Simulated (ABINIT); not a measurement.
# HgTe (Coloradoite) (F-43m) in ABINIT: further runs

Aim: see how the results for HgTe (Coloradoite) move with the level of theory and the settings. Levels: PBE, LDA. Tasks: single point.

All numbers are computed with ABINIT 10.8.3 (patched build); they aren't measurements. Logs are shortened: lines on timing, memory, paths and dates and some standing lists are left out, and cuts for length are marked. The log counts tension as positive stress, the text compression.

## 1. Starting point

The structure is cubic, space group F-43m (No. 216). Conventional cell: a = 6.429 Å, b = 6.429 Å, c = 6.429 Å, α = 90.00°, β = 90.00°, γ = 90.00°. Around Hg (site symmetry -43m) lie 4 Te at 2.78 Å. Around Te (site symmetry -43m) lie 4 Hg at 2.78 Å.

## 2. Single point, PBE (cell relaxed)

The input, run.abi:

```
# Pseudopotentials
pp_dirpath "./"
pseudos "Hg.upf, Te.upf"

# Structure
acell 3*1.0
rprim
     0.0000000000     6.2938149478     6.2938149478
     6.2938149478     0.0000000000     6.2938149478
     6.2938149478     6.2938149478     0.0000000000
ntypat 2
znucl 80 52
natom 2
typat 1 2
xcart
     0.0000000000     0.0000000000     0.0000000000
     9.4407224217     9.4407224217     9.4407224217
chkprim 0
chksymtnons 0
tolsym 1.0e-6

# Plane-wave basis
ecut 1088.455450 eV

# k points
kptopt 1
ngkpt 5 5 5
nshiftk 1
shiftk 0.0 0.0 0.0

# Exchange and correlation
ixc 11

# Bands and occupations
nband 22
occopt 3
tsmear 0.05 eV

# SCF cycle
nstep 100
tolvrs 1.0e-10

# Output
iomode 3
prtwf 0
prtden 0
prteig 0
prtebands 0
enunit 2
```

Potentials or basis: PseudoDojo NC SR PBE v0.4.1 standard.

Launch:

```sh
mpirun --bind-to none -np 4 abinit run.abi > log 2>&1
```

run.abo:

```text
.Version 10.8.3 of ABINIT
 Symmetries : space group F-4 3 m (#216); Bravais cF (face-center cubic)
================================================================================
 Values of the parameters that define the memory need of the present run
     intxc =       0    ionmov =       0      iscf =       7    lmnmax =       7
     lnmax =       7     mgfft =      54  mpssoang =       4    mqgrid =    3001
     natom =       2  nloc_mem =       1    nspden =       1   nspinor =       1
    nsppol =       1      nsym =      24    n1xccc =    2501    ntypat =       2
    occopt =       3   xclevel =       2
       mpw =        6062          nfft =      157464          nkpt =          10
================================================================================
================================================================================

--------------------------------------------------------------------------------
------------- Echo of variables that govern the present computation ------------
--------------------------------------------------------------------------------
 -outvars: echo values of preprocessed input variables --------
            acell      1.0000000000E+00  1.0000000000E+00  1.0000000000E+00 Bohr
              amu      2.00590000E+02  1.27600000E+02
          chkprim           0
      chksymtnons           0
             ecut      4.00000000E+01 Hartree
           enunit           2
              ixc          11
         kptrlatt        5    0    0      0    5    0      0    0    5
          kptrlen      4.45039923E+01
            natom           2
            nband          22
            ngfft          54      54      54
             nkpt          10
            nstep         100
             nsym          24
           ntypat           2
           occopt           3
           prtden           0
        prtebands           0
           prteig           0
            prtwf           0
            rprim      0.0000000000E+00  6.2938149478E+00  6.2938149478E+00
                       6.2938149478E+00  0.0000000000E+00  6.2938149478E+00
                       6.2938149478E+00  6.2938149478E+00  0.0000000000E+00
          spgroup         216
           tolsym      1.00000000E-06
           tolvrs      1.00000000E-10
           tsmear      1.83746611E-03 Hartree
            typat      1  2
           xangst      0.0000000000E+00  0.0000000000E+00  0.0000000000E+00
                       4.9958151566E+00  4.9958151566E+00  4.9958151566E+00
            xcart      0.0000000000E+00  0.0000000000E+00  0.0000000000E+00
                       9.4407224217E+00  9.4407224217E+00  9.4407224217E+00
             xred      0.0000000000E+00  0.0000000000E+00  0.0000000000E+00
                       7.5000000000E-01  7.5000000000E-01  7.5000000000E-01
            znucl       80.00000   52.00000

================================================================================

 chkinp: Checking input parameters for consistency.

================================================================================
== DATASET  1 ==================================================================

--- !DatasetInfo
iteration_state: {dtset: 1, }
dimensions: {natom: 2, nkpt: 10, mband: 22, nsppol: 1, nspinor: 1, nspden: 1, mpw: 6062, }
cutoff_energies: {ecut:  40.0, pawecutdg:  -1.0, }
electrons: {nelect:   3.60000000E+01, charge:   0.00000000E+00, occopt:   3.00000000E+00, tsmear:   1.83746611E-03, }
meta: {optdriver: 0, ionmov: 0, optcell: 0, iscf: 7, paral_kgb: 0, }
...

 Exchange-correlation functional for the present dataset will be:
  GGA: Perdew-Burke-Ernzerhof functional - ixc=11
  J.P.Perdew, K.Burke, M.Ernzerhof, PRL 77, 3865 (1996)

 Real(R)+Recip(G) space primitive vectors, cartesian coordinates (Bohr,Bohr^-1):
 R(1)=  0.0000000  6.2938149  6.2938149  G(1)= -0.0794431  0.0794431  0.0794431
 R(2)=  6.2938149  0.0000000  6.2938149  G(2)=  0.0794431 -0.0794431  0.0794431
 R(3)=  6.2938149  6.2938149  0.0000000  G(3)=  0.0794431  0.0794431 -0.0794431
 Unit cell volume ucvol=  4.9862254E+02 bohr^3
 Angles (23,13,12)=  6.00000000E+01  6.00000000E+01  6.00000000E+01 degrees

 getcut: wavevector=  0.0000  0.0000  0.0000  ngfft=  54  54  54
         ecut(hartree)=     40.000   => boxcut(ratio)=   2.13166

--- Pseudopotential description ------------------------------------------------
- pspini: atom type   1  psp file is ./Hg.upf
12 -101130 3 -1 1262                          pspcod,pspxc,lmax,lloc,mmax
     nproj     2     2     2     1

- pspini: atom type   2  psp file is ./Te.upf
12 -101130 2 -1 1294                          pspcod,pspxc,lmax,lloc,mmax
     nproj     2     2     2     0

   2.41922595E+03                                ecore*ucvol(ha*bohr**3)
--------------------------------------------------------------------------------

================================================================================

--- !BeginCycle
iteration_state: {dtset: 1, }
solver: {iscf: 7, nstep: 100, nline: 4, wfoptalg: 0, }
tolerances: {tolvrs: 1.00E-10, }
...

     iter   Etot(hartree)      deltaE(h)  residm     vres2
 ETOT  1  -271.19179871519    -2.712E+02 6.868E-01 1.970E+02
 ETOT  2  -271.48562270756    -2.938E-01 3.134E-02 4.765E+01
 ETOT  3  -271.49003920135    -4.416E-03 3.103E-03 2.078E+00
 ETOT  4  -271.49011880583    -7.960E-05 1.613E-04 5.684E-01
 ETOT  5  -271.49013707753    -1.827E-05 3.062E-05 1.088E-01
 ETOT  6  -271.49014158691    -4.509E-06 3.964E-05 5.195E-03
 ETOT  7  -271.49014180265    -2.157E-07 6.924E-06 1.951E-04
 ETOT  8  -271.49014181291    -1.026E-08 9.634E-06 7.372E-06
 ETOT  9  -271.49014181348    -5.640E-10 1.618E-06 4.139E-08
 ETOT 10  -271.49014181349    -1.478E-11 2.310E-06 8.587E-10
 ETOT 11  -271.49014181349     7.049E-12 3.813E-07 1.064E-10
 ETOT 12  -271.49014181350    -1.171E-11 5.534E-07 1.491E-11

 At SCF step   12       vres2   =  1.49E-11 < tolvrs=  1.00E-10 =>converged.

 Cartesian components of stress tensor (hartree/bohr^3)
  sigma(1 1)=  4.27245490E-07  sigma(3 2)=  0.00000000E+00
  sigma(2 2)=  4.27245490E-07  sigma(3 1)=  0.00000000E+00
  sigma(3 3)=  4.27245490E-07  sigma(2 1)=  0.00000000E+00

--- !ResultsGS
iteration_state: {dtset: 1, }
comment   : Summary of ground state results
lattice_vectors:
- [  0.0000000,   6.2938149,   6.2938149, ]
- [  6.2938149,   0.0000000,   6.2938149, ]
- [  6.2938149,   6.2938149,   0.0000000, ]
lattice_lengths: [   8.90080,    8.90080,    8.90080, ]
lattice_angles: [ 60.000,  60.000,  60.000, ] # degrees, (23, 13, 12)
lattice_volume:   4.9862254E+02
convergence: {deltae: -1.171E-11, res2:  1.491E-11, residm:  5.534E-07, diffor: null, }
etotal    :  -2.71490142E+02
entropy   :   0.00000000E+00
fermie    :   1.41539000E-01
cartesian_stress_tensor: # hartree/bohr^3
- [  4.27245490E-07,   0.00000000E+00,   0.00000000E+00, ]
- [  0.00000000E+00,   4.27245490E-07,   0.00000000E+00, ]
- [  0.00000000E+00,   0.00000000E+00,   4.27245490E-07, ]
pressure_GPa:  -1.2570E-02
xred      :
- [  0.0000E+00,   0.0000E+00,   0.0000E+00, Hg]
- [  7.5000E-01,   7.5000E-01,   7.5000E-01, Te]
cartesian_forces: # hartree/bohr
- [ -4.01085020E-30,  -4.01085020E-30,   1.20325506E-29, ]
- [  4.01085020E-30,   4.01085020E-30,  -1.20325506E-29, ]
force_length_stats: {min:   1.33024852E-29, max:   1.33024852E-29, mean:   1.33024852E-29, }
...

 Integrated electronic density in atomic spheres:
 ------------------------------------------------
 Atom  Sphere_radius  Integrated_density
    1        2.00000         16.52115594
    2        2.00000         11.92837959
================================================================================

 ----iterations are completed or convergence reached----

 Mean square residual over all n,k,spin=   25.857E-10; max=  55.337E-08
 reduced coordinates (array xred) for    2 atoms
       0.000000000000      0.000000000000      0.000000000000
       0.750000000000      0.750000000000      0.750000000000
 rms dE/dt=  9.8129E-29; max dE/dt=  1.3463E-28; dE/dt below (all hartree)
    1      -0.000000000000     -0.000000000000      0.000000000000
    2      -0.000000000000     -0.000000000000      0.000000000000

 cartesian coordinates (angstrom) at end:
    1      0.00000000000000     0.00000000000000     0.00000000000000
    2      4.99581515663540     4.99581515663540     4.99581515663540

 cartesian forces (hartree/bohr) at end:
    1     -0.00000000000000    -0.00000000000000     0.00000000000000
    2      0.00000000000000     0.00000000000000    -0.00000000000000
 frms,max,avg= 7.6801934E-30 1.2032551E-29   0.000E+00  0.000E+00  0.000E+00 h/b

 cartesian forces (eV/Angstrom) at end:
    1     -0.00000000000000    -0.00000000000000     0.00000000000000
    2      0.00000000000000     0.00000000000000    -0.00000000000000
 frms,max,avg= 3.9493142E-28 6.1873863E-28   0.000E+00  0.000E+00  0.000E+00 e/A
 length scales=  1.000000000000  1.000000000000  1.000000000000 bohr
              =  0.529177210544  0.529177210544  0.529177210544 angstroms
 Fermi (or HOMO) energy (hartree) =   0.14154   Average Vxc (hartree)=  -0.32403
 Eigenvalues (hartree) for nkpt=  10  k points:
 kpt#   1, nband= 22, wtk=  0.00800, kpt=  0.0000  0.0000  0.0000 (reduced coord)
  -4.07720   -2.17818   -2.17818   -2.17818   -1.20104   -1.20104   -1.20104   -1.20089
  -1.20089   -0.27811   -0.11198   -0.11198   -0.11198   -0.09632   -0.09632    0.10575
   0.14023    0.14023    0.14023    0.30170    0.30170    0.30170
      occupation numbers for kpt#   1
   2.00000    2.00000    2.00000    2.00000    2.00000    2.00000    2.00000    2.00000
   2.00000    2.00000    2.00000    2.00000    2.00000    2.00000    2.00000    2.00000
   1.34228    1.34228    1.34228    0.00000    0.00000    0.00000
 prteigrs : prtvol=0 or 1, do not print more k-points.

 Fermi (or HOMO) energy (eV) =   3.85147   Average Vxc (eV)=  -8.81742
 Eigenvalues (   eV  ) for nkpt=  10  k points:
 kpt#   1, nband= 22, wtk=  0.00800, kpt=  0.0000  0.0000  0.0000 (reduced coord)
-110.94636  -59.27135  -59.27135  -59.27135  -32.68198  -32.68198  -32.68198  -32.67782
 -32.67782   -7.56769   -3.04714   -3.04714   -3.04714   -2.62088   -2.62088    2.87753
   3.81581    3.81581    3.81581    8.20966    8.20966    8.20966
 prteigrs : prtvol=0 or 1, do not print more k-points.

--- !EnergyTerms
iteration_state     : {dtset: 1, }
comment             : Components of total free energy in Hartree
kinetic             :  1.04568373473997E+02
hartree             :  8.51207203175404E+01
xc                  : -5.22156619164226E+01
Ewald energy        : -1.39855897044897E+02
psp_core            :  4.85181830208521E+00
local_psp           : -2.50615460127460E+02
non_local_psp       : -2.33439757410428E+01
internal            : -2.71490082736199E+02
'-kT*entropy'       : -5.90772988423532E-05
total_energy        : -2.71490141813498E+02
total_energy_eV     : -7.38762311086325E+03
band_energy         : -3.44399699394525E+01
...

 Cartesian components of stress tensor (hartree/bohr^3)
  sigma(1 1)=  4.27245490E-07  sigma(3 2)=  0.00000000E+00
  sigma(2 2)=  4.27245490E-07  sigma(3 1)=  0.00000000E+00
  sigma(3 3)=  4.27245490E-07  sigma(2 1)=  0.00000000E+00

-Cartesian components of stress tensor (GPa)         [Pressure= -1.2570E-02 GPa]
- sigma(1 1)=  1.25699963E-02  sigma(3 2)=  0.00000000E+00
- sigma(2 2)=  1.25699963E-02  sigma(3 1)=  0.00000000E+00
- sigma(3 3)=  1.25699963E-02  sigma(2 1)=  0.00000000E+00

== END DATASET(S) ==============================================================
================================================================================

 -outvars: echo values of variables after computation  --------
            acell      1.0000000000E+00  1.0000000000E+00  1.0000000000E+00 Bohr
           etotal     -2.7149014181E+02
            fcart     -4.0108502040E-30 -4.0108502040E-30  1.2032550612E-29
                       4.0108502040E-30  4.0108502040E-30 -1.2032550612E-29
            rprim      0.0000000000E+00  6.2938149478E+00  6.2938149478E+00
                       6.2938149478E+00  0.0000000000E+00  6.2938149478E+00
                       6.2938149478E+00  6.2938149478E+00  0.0000000000E+00
           strten      4.2724548959E-07  4.2724548959E-07  4.2724548959E-07
                       0.0000000000E+00  0.0000000000E+00  0.0000000000E+00
           xangst      0.0000000000E+00  0.0000000000E+00  0.0000000000E+00
                       4.9958151566E+00  4.9958151566E+00  4.9958151566E+00
             xred      0.0000000000E+00  0.0000000000E+00  0.0000000000E+00
                       7.5000000000E-01  7.5000000000E-01  7.5000000000E-01
 Calculation completed.
```

Wall time 19 s (4 MPI ranks of Arm Neoverse V2, shared host); peak memory 0.4 GiB.

What came out:

- Free energy: -7387.6231 eV
- Pressure: 0.0 GPa
- Band gap on the k mesh: none (metal or under the smearing width)
- Valence electrons inside the program's atomic spheres: Hg 16.52; Te 11.93

The run has no spin-orbit coupling, so splittings on Hg, Te are missing.

## 3. Single point, LDA

The input, run.abi:

```
# Pseudopotentials
pp_dirpath "./"
pseudos "Hg.upf, Te.upf"

# Structure
acell 4.5459894962 4.5459894962 4.5459894962 Angstrom
rprim
     0.0000000000     0.7071067812     0.7071067812
     0.7071067812     0.0000000000     0.7071067812
     0.7071067812     0.7071067812     0.0000000000
ntypat 2
znucl 80 52
natom 2
typat 1 2
xred
     0.0000000000     0.0000000000     0.0000000000
     0.7500000000     0.7500000000     0.7500000000

# Plane-wave basis
ecut 35.0

# k points
kptopt 1
ngkpt 5 5 5
nshiftk 1
shiftk 0.0 0.0 0.0

# Exchange and correlation
ixc 7

# Bands and occupations
nband 22
occopt 3
tsmear 0.05 eV

# SCF cycle
nstep 100
tolvrs 1.0e-10

# Output
iomode 3
prtwf 0
prtden 0
prteig 0
prtebands 0
enunit 1
```

Potentials or basis: PseudoDojo NC SR LDA v0.4.1 standard.

Launch:

```sh
mpirun --bind-to none -np 4 abinit run.abi > log 2>&1
```

run.abo:

```text
.Version 10.8.3 of ABINIT
 Symmetries : space group F-4 3 m (#216); Bravais cF (face-center cubic)
================================================================================
 Values of the parameters that define the memory need of the present run
     intxc =       0    ionmov =       0      iscf =       7    lmnmax =       7
     lnmax =       7     mgfft =      48  mpssoang =       4    mqgrid =    3001
     natom =       2  nloc_mem =       1    nspden =       1   nspinor =       1
    nsppol =       1      nsym =      24    n1xccc =    2501    ntypat =       2
    occopt =       3   xclevel =       1
       mpw =        4461          nfft =      110592          nkpt =          10
================================================================================
================================================================================

--------------------------------------------------------------------------------
------------- Echo of variables that govern the present computation ------------
[... 197 lines left out ...]
- sigma(3 3)= -2.45716803E-01  sigma(2 1)=  0.00000000E+00

== END DATASET(S) ==============================================================
================================================================================

 -outvars: echo values of variables after computation  --------
            acell      8.5906751191E+00  8.5906751191E+00  8.5906751191E+00 Bohr
           etotal     -2.7136001376E+02
            fcart     -0.0000000000E+00 -0.0000000000E+00 -0.0000000000E+00
                      -0.0000000000E+00 -0.0000000000E+00 -0.0000000000E+00
            rprim      0.0000000000E+00  7.0710678120E-01  7.0710678120E-01
                       7.0710678120E-01  0.0000000000E+00  7.0710678120E-01
                       7.0710678120E-01  7.0710678120E-01  0.0000000000E+00
           strten     -8.3517443820E-06 -8.3517443820E-06 -8.3517443820E-06
                       0.0000000000E+00  0.0000000000E+00  0.0000000000E+00
           xangst      0.0000000000E+00  0.0000000000E+00  0.0000000000E+00
                       4.8217500000E+00  4.8217500000E+00  4.8217500000E+00
             xred      0.0000000000E+00  0.0000000000E+00  0.0000000000E+00
                       7.5000000000E-01  7.5000000000E-01  7.5000000000E-01
 Calculation completed.
```

It took 11 s on 4 MPI ranks of Arm Neoverse V2, shared host; peak memory 0.32 GiB.

Results:

* Free energy: -7384.0821 eV
* Pressure: 0.2 GPa
* Band gap on the k mesh: none (metal or under the smearing width)
* Valence electrons inside the program's atomic spheres: Hg 16.50; Te 11.95

Levels at points of the mesh, in eV from the Fermi level:
| k point | band 16 | band 17 | band 18 | band 19 | band 20 | band 21 |
| --- | --- | --- | --- | --- | --- | --- |
| (0.00, 0.00, 0.00) | -0.93 | -0.03 | -0.03 | -0.03 | 4.13 | 4.13 |
